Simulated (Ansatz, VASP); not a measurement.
## Two plane-wave programs on TePb

The input INCAR:

```
SYSTEM = TePb
PREC     = Accurate       ! precision mode
ENCUT    = 600            ! plane-wave cutoff, eV
EDIFF    = 1E-6           ! SCF threshold, eV
ISMEAR   = 0              ! smearing method
SIGMA    = 0.02           ! smearing width, eV
LREAL    = .FALSE.        ! projectors in reciprocal space
LASPH    = .TRUE.         ! aspherical terms in the spheres
NELM     = 100            ! most SCF steps
ALGO     = Fast           ! electronic algorithm
ISIF     = 3              ! what is computed and relaxed
LWAVE    = .FALSE.        ! write WAVECAR
LCHARG   = .FALSE.        ! write CHGCAR
GGA      = PE             ! functional
IBRION   = 2              ! ionic algorithm
NSW      = 100            ! ionic steps
EDIFFG   = -0.01          ! ionic threshold
```

The input KPOINTS:

```
regular mesh
0
G
  8 8 8
  0 0 0
```

POSCAR

```
TePb
1.0
    0.0000000000      3.2708969100      3.2708969100
    3.2708969100      0.0000000000      3.2708969100
    3.2708969100      3.2708969100      0.0000000000
Te Pb
1 1
Direct
    0.0000000000      0.0000000000      0.0000000000
    0.5000000000      0.5000000000      0.5000000000
```

Input for Ansatz:

```yaml
crystal:
  lattice:
    - [0.0, 3.27089691, 3.27089691]
    - [3.27089691, 0.0, 3.27089691]
    - [3.27089691, 3.27089691, 0.0]
  atoms:
    - { symbol: Te, position: [0.0, 0.0, 0.0] }
    - { symbol: Pb, position: [0.5, 0.5, 0.5] }
basis:
  ecutwfc: 420
kpoints:
  mp_grid: { grid: [8, 8, 8] }
hamiltonian:
  xc: pbe
scf:
  occupations: { method: gaussian, width: 0.02 }
output:
  forces: true
  stress: true
  eigenvalues: true
  write_density: true
  write_potential: true
  elf: true
  volumetric_format: npy
relax:
  adjacent_minimum: "off"
  f_tol: 0.01
  max_steps: 80
  cell: { stress_tol: 0.05 }
```

Alike in both runs: task relaxation of cell and atoms; functional PBE; k mesh 8 × 8 × 8; occupations gaussian, width 0.02 eV; no spin polarisation.

|  | VASP | Ansatz |
| --- | --- | --- |
| version | VASP 6.6.1 | Ansatz 0.2.0 |
| potentials or method | VASP PAW PBE potentials, release 64 (Te, Pb_d) | scalar-relativistic, plane waves, PAW |
| plane-wave cutoff (eV) | 600 | 420 |
| valence electrons in the cell | 20 | 30 |

|  | VASP | Ansatz | Ansatz less VASP |
| --- | --- | --- | --- |
| gap on the k mesh at the Fermi level, each at its own relaxed structure (eV) | 0.83 | 0.83 | -0.003 |
| relaxed volume (Å³/atom) | 35.42 | 35.44 | +0.027 |
| relaxed cell length with the largest relative difference (Å) | 4.644 | 4.645 | +0.0012 |

The two sets of potentials don't hold the same shells in valence.

Caveats: spin-orbit coupling is left out, which as a rule narrows the gap of such compounds by several tenths of an eV. A k mesh can miss the band edges.
